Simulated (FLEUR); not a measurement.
The system is GaN.

```xyz
4
Lattice="3.1800 0.0000 0.0000 -1.5900 2.7540 0.0000 0.0000 0.0000 5.1660" Properties=species:S:1:pos:R:3 pbc="T T T"
Ga    1.5900    0.9180    2.5830
Ga    0.0000    1.8360    0.0000
N     1.5900    0.9180    4.5203
N     0.0000    1.8360    1.9373
```

Base run:

- Program: FLEUR MaX-R8.1 (later development tree)
- Functional: LDA
- Potentials or basis: all-electron
- Basis: FLAPW
- Kmax: 5.1 1/bohr
- k mesh: 10 × 10 × 5
- Occupations: fermi-dirac, width 0.05 eV
- Spin: no spin polarisation

Its results: band gap on the k mesh 1.98 eV, direct.

Problem. The run is repeated on the same cell with these changes: functional from LDA to PBEsol. What comes out?

Solution. Band gap on the k mesh 1.92 eV, direct.

Not every run made on this cell is shown here.
